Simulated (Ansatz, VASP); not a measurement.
## BeTe: VASP beside Ansatz

Contents of POSCAR:

```
BeTe
1.0
    0.0000000000      2.7700000000      2.7700000000
    2.7700000000      0.0000000000      2.7700000000
    2.7700000000      2.7700000000      0.0000000000
Te Be
1 1
Direct
    0.7500000000      0.7500000000      0.7500000000
    0.0000000000      0.0000000000      0.0000000000
```

Contents of INCAR.step1:

```
PREC     = Accurate       # precision mode
ENCUT    = 520            # plane-wave cutoff, eV
EDIFF    = 1E-5           # SCF threshold, eV
ISMEAR   = -1             # smearing method
SIGMA    = 0.05           # smearing width, eV
LREAL    = F              # projectors in reciprocal space
LASPH    = T              # aspherical terms in the spheres
NELM     = 100            # most SCF steps
ALGO     = Normal         # electronic algorithm
ISIF     = 2              # what is computed and relaxed
LWAVE    = T              # write WAVECAR
LCHARG   = F              # write CHGCAR
NBANDS   = 11             # bands
GGA      = PE             # functional
```

Contents of INCAR.step2:

```
PREC     = Accurate       # precision mode
ENCUT    = 520            # plane-wave cutoff, eV
EDIFF    = 1E-7           # SCF threshold, eV
ISMEAR   = -1             # smearing method
SIGMA    = 0.05           # smearing width, eV
LREAL    = F              # projectors in reciprocal space
LASPH    = T              # aspherical terms in the spheres
NELM     = 100            # most SCF steps
ALGO     = Normal         # electronic algorithm
ISIF     = 2              # what is computed and relaxed
LWAVE    = F              # write WAVECAR
LCHARG   = F              # write CHGCAR
GGA      = PE             # functional
LHFCALC  = T              # exact exchange
AEXX     = 1.0            # exact-exchange fraction
ALDAC    = 0.0          
AGGAC    = 0.0          
PRECFOCK = Normal       
HFRCUT   = -1           
NBANDS   = 11             # bands
ISTART   = 1
```

File KPOINTS:

```
Automatic mesh
0
Gamma
  4 4 4
```

KPOINTS_OPT

```
path GXWKGLUWLK,UX
12
line-mode
reciprocal
 0.0000000000  0.0000000000  0.0000000000  G
 0.5000000000  0.0000000000  0.5000000000  X

 0.5000000000  0.0000000000  0.5000000000  X
 0.5000000000  0.2500000000  0.7500000000  W

 0.5000000000  0.2500000000  0.7500000000  W
 0.3750000000  0.3750000000  0.7500000000  K

 0.3750000000  0.3750000000  0.7500000000  K
 0.0000000000  0.0000000000  0.0000000000  G

 0.0000000000  0.0000000000  0.0000000000  G
 0.5000000000  0.5000000000  0.5000000000  L

 0.5000000000  0.5000000000  0.5000000000  L
 0.6250000000  0.2500000000  0.6250000000  U

 0.6250000000  0.2500000000  0.6250000000  U
 0.5000000000  0.2500000000  0.7500000000  W

 0.5000000000  0.2500000000  0.7500000000  W
 0.5000000000  0.5000000000  0.5000000000  L

 0.5000000000  0.5000000000  0.5000000000  L
 0.3750000000  0.3750000000  0.7500000000  K

 0.6250000000  0.2500000000  0.6250000000  U
 0.5000000000  0.0000000000  0.5000000000  X
```

Contents of input.yaml:

```yaml
crystal:
  lattice:
    - [0.0, 2.77, 2.77]
    - [2.77, 0.0, 2.77]
    - [2.77, 2.77, 0.0]
  atoms:
    - { symbol: Te, position: [0.75, 0.75, 0.75] }
    - { symbol: Be, position: [0.0, 0.0, 0.0] }
hamiltonian:
  xc: hf
  pseudopotentials: { kind: paw }
kpoints:
  mp_grid: { grid: [4, 4, 4] }
  band_path:
    path:
      - [[0.0, 0.0, 0.0], [0.5, 0.0, 0.5], [0.5, 0.25, 0.75], [0.375, 0.375, 0.75], [0.0, 0.0, 0.0], [0.5, 0.5, 0.5], [0.625, 0.25, 0.625], [0.5, 0.25, 0.75], [0.5, 0.5, 0.5], [0.375, 0.375, 0.75]]
      - [[0.625, 0.25, 0.625], [0.5, 0.0, 0.5]]
    npoints: 4
scf:
  occupations: { method: fermi_dirac, width: 0.05 }
  n_extra_bands: 6
output:
  forces: true
  stress: true
  eigenvalues: true
  fatbands: false
  write_density: true
  write_potential: true
  elf: true
  volumetric_format: npy
```

Alike in both runs: task band structure; functional HF; k mesh 4 × 4 × 4; occupations fermi-dirac, width 0.05 eV; no spin polarisation.

|  | VASP | Ansatz |
| --- | --- | --- |
| version | VASP 6.6.1 | Ansatz 0.2.0 |
| potentials or method | VASP PAW PBE potentials, release 64 (Te, Be) | Ansatz PAW |
| plane-wave cutoff (eV) | 520 | 420 |
| valence electrons in the cell | 8 | 18 |

Ansatz gave:

- gap on the k mesh at the Fermi level (eV): 7.93
- least direct gap on the mesh (eV): 10.23
- gap along the band path (eV): 7.93
- pressure (GPa): 9.3

What did VASP give for the same quantities?

gap on the k mesh at the Fermi level (eV): 7.98; least direct gap on the mesh (eV): 9.16; gap along the band path (eV): 7.98; pressure (GPa): 5.9.

One of these differences is far larger than is usual between the two programs; its cause wasn't traced. The two sets of potentials don't hold the same shells in valence.

Caveats: the k mesh is coarse (spacing up to 0.49 Å⁻¹), so the values aren't converged, least of all with exact exchange; spin-orbit coupling is left out, which moves the levels of the heavy elements; the PAW data sets were made with another functional, which shifts forces and pressure a little (VASP); the PAW data sets come from PBE, with cores solved anew for the run's functional, which leaves a small shift of forces and pressure (Ansatz); the thresholds are loose for stress (Ansatz).
